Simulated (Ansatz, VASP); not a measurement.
Pd: VASP beside Ansatz

The input INCAR:

```
SYSTEM = Pd
PREC = Accurate
ENCUT = 520
EDIFF = 1E-6
ISMEAR = 0
SIGMA = 0.1
LREAL = .FALSE.
LASPH = .TRUE.
NELM = 60
ALGO = Normal
ISIF = 2
LWAVE = .FALSE.
LCHARG = .TRUE.
GGA = PE
LELF = .TRUE.
LVHAR = .TRUE.
NBANDS = 17
```

KPOINTS

```
Automatic mesh
0
G
  8 8 6
  0 0 0
```

File POSCAR:

```
Pd
1.0
    1.3014383714     -3.7890394812      0.0000000000
    1.3014383714      3.7890394812      0.0000000000
   -0.1105234539      0.0000000000      3.1335492958
Pd
2
Direct
    0.8690000000      0.1310000000      0.2500000000
    0.1310000000      0.8690000000      0.7500000000
```

Input for Ansatz:

```yaml
crystal:
  lattice:
    - [1.3014383714, -3.7890394812, 0.0]
    - [1.3014383714, 3.7890394812, 0.0]
    - [-0.1105234539, 0.0, 3.1335492958]
  atoms:
    - { symbol: Pd, position: [0.869, 0.131, 0.25] }
    - { symbol: Pd, position: [0.131, 0.869, 0.75] }
basis:
  ecutwfc: 420
kpoints:
  mp_grid: { grid: [8, 8, 6] }
hamiltonian:
  xc: pbe
scf:
  occupations: { method: gaussian, width: 0.1 }
  lower_state_search: "off"
output:
  forces: true
  stress: true
  eigenvalues: true
```

Alike in both runs: task single point; functional PBE; k mesh 8 × 8 × 6; occupations gaussian, width 0.1 eV; no spin polarisation.

|  | VASP | Ansatz |
| --- | --- | --- |
| version | VASP 6.6.1 | Ansatz 0.2.0 |
| potentials or method | VASP PAW PBE potentials, release 64 (Pd) | scalar-relativistic, plane waves, PAW |
| plane-wave cutoff (eV) | 520 | 420 |
| valence electrons in the cell | 20 | 36 |

Ansatz gave:

| Property | Result |
| --- | --- |
| gap on the k mesh at the Fermi level (eV) | none |
| pressure (GPa) | 11.8 |
| largest component of the traceless stress (GPa) | 7.18 |
| rms of the force components (eV/Å) | 0.413 |

Problem. What did VASP give for the same quantities?

Solution. gap on the k mesh at the Fermi level (eV): none; pressure (GPa): 11.3; largest component of the traceless stress (GPa): 7.12; rms of the force components (eV/Å): 0.401.

Atom by atom the forces differ by 0.013 eV/Å (rms over components). A gap of «none» marks a metal or a gap that the smearing closes. The functional is the same, so the differences come from potentials, cutoffs and numerics. The two sets of potentials don't hold the same shells in valence.
